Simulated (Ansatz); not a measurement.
Molecular dynamics on a 2×2×1 supercell (16 atoms) of MgTe (wurtzite), relaxed with r2SCAN. Forces come from r2SCAN in the PAW code Ansatz: constant energy and volume (NVE), velocities drawn at 200 K, steps of 3 fs. Spin polarisation is off, nuclei are classical, and the run is far too short for thermal averages.

```yaml
crystal:
  lattice:
    - [9.15527127, 0.0, 0.0]
    - [-4.577635635, 7.9286974984, 0.0]
    - [0.0, 0.0, 7.4550892971]
  atoms:
    - { symbol: Mg, position: [0.1666666667, 0.3333333333, -0.0006080507] }
    - { symbol: Mg, position: [0.3333333333, 0.1666666667, 0.4993919493] }
    - { symbol: Te, position: [0.1666666667, 0.3333333333, 0.3756080507] }
    - { symbol: Te, position: [0.3333333333, 0.1666666667, 0.8756080507] }
    - { symbol: Mg, position: [0.1666666667, 0.8333333333, -0.0006080507] }
    - { symbol: Mg, position: [0.3333333333, 0.6666666667, 0.4993919493] }
    - { symbol: Te, position: [0.1666666667, 0.8333333333, 0.3756080507] }
    - { symbol: Te, position: [0.3333333333, 0.6666666667, 0.8756080507] }
    - { symbol: Mg, position: [0.6666666667, 0.3333333333, -0.0006080507] }
    - { symbol: Mg, position: [0.8333333333, 0.1666666667, 0.4993919493] }
    - { symbol: Te, position: [0.6666666667, 0.3333333333, 0.3756080507] }
    - { symbol: Te, position: [0.8333333333, 0.1666666667, 0.8756080507] }
    - { symbol: Mg, position: [0.6666666667, 0.8333333333, -0.0006080507] }
    - { symbol: Mg, position: [0.8333333333, 0.6666666667, 0.4993919493] }
    - { symbol: Te, position: [0.6666666667, 0.8333333333, 0.3756080507] }
    - { symbol: Te, position: [0.8333333333, 0.6666666667, 0.8756080507] }
kpoints:
  mp_grid: { grid: [3, 3, 2] }
hamiltonian:
  xc: r2scan
scf:
  occupations: { method: fermi_dirac, width: 0.02 }
md:
  ensemble: nve
  temperature: 200
  timestep: 3.0
  n_steps: 20
  initial_velocities: maxwell_boltzmann
  seed: 2826
```

Command: `ansatz run input.yaml --threads 4 --pin off --max-ram 3686MiB --backend cpu --events-out ev --progress --plain --runs-dir out`. It ended after 7.6 min on 4 threads of Arm Neoverse V2, with other jobs on the host, load about 0.2 per core; peak host memory 3.2 GiB.

| step | t (fs) | T (K) | free energy F from step 0 (meV/atom) | kinetic energy (meV/atom) | largest force (eV/Å) |
| --- | --- | --- | --- | --- | --- |
| 0 | 0 | 200 | 0.0 | 24.2 | 0.00 |
| 1 | 3 | 198 | 0.2 | 24.0 | 0.08 |
| 2 | 6 | 193 | 0.9 | 23.4 | 0.15 |
| 3 | 9 | 184 | 1.9 | 22.3 | 0.23 |
| 4 | 12 | 173 | 3.3 | 20.9 | 0.31 |
| 5 | 15 | 159 | 4.9 | 19.3 | 0.38 |
| 6 | 18 | 145 | 6.7 | 17.5 | 0.45 |
| 7 | 21 | 130 | 8.5 | 15.7 | 0.51 |
| 8 | 24 | 116 | 10.3 | 14.0 | 0.57 |
| 9 | 27 | 102 | 11.9 | 12.4 | 0.62 |
| 10 | 30 | 91 | 13.2 | 11.1 | 0.66 |
| 11 | 33 | 82 | 14.3 | 10.0 | 0.69 |
| 12 | 36 | 76 | 15.1 | 9.2 | 0.72 |
| 13 | 39 | 73 | 15.5 | 8.8 | 0.73 |
| 14 | 42 | 71 | 15.6 | 8.7 | 0.74 |
| 15 | 45 | 73 | 15.5 | 8.8 | 0.74 |
| 16 | 48 | 75 | 15.1 | 9.1 | 0.74 |
| 17 | 51 | 79 | 14.7 | 9.6 | 0.72 |
| 18 | 54 | 84 | 14.1 | 10.1 | 0.71 |
| 19 | 57 | 88 | 13.6 | 10.7 | 0.69 |

The temperature starts at 200 K, is lowest at step 14 (71 K, 42 fs) and ends at 88 K. The atoms start on their lattice sites with kinetic energy alone, so much of it first passes into potential energy. The conserved energy stays within 0.05 meV an atom. By the last step the atoms have moved 0.09 Å in the root mean square, the drift of the whole cell taken out, 0.15 Å at most. The job's limit cut the run after 19 of 20 steps.

Positions (Å) and forces (eV/Å) at step 19:
```
Mg  -0.044   2.622  -0.140     0.039   0.000   0.345
Mg   2.345   1.315   3.748    -0.068   0.079  -0.041
Te  -0.025   2.624   2.781     0.328  -0.061  -0.129
Te   2.324   1.282   6.620    -0.278   0.031  -0.414
Mg  -2.270   6.578   0.023    -0.097  -0.187  -0.056
Mg   0.022   5.263   3.727     0.035  -0.145  -0.020
Te  -2.240   6.561   2.817    -0.153   0.299   0.012
Te   0.017   5.283   6.511     0.136   0.081   0.125
Mg   4.541   2.669   0.041    -0.092  -0.101  -0.030
Mg   6.833   1.432   3.744     0.028  -0.306  -0.119
Te   4.614   2.766   2.758    -0.302  -0.313   0.362
Te   6.741   1.392   6.518     0.435  -0.531   0.051
Mg   2.362   6.586   0.028    -0.150   0.114  -0.155
Mg   4.549   5.359   3.727     0.201  -0.027  -0.074
Te   2.288   6.601   2.830    -0.105   0.428  -0.105
Te   4.588   5.185   6.473     0.043   0.639   0.248
```
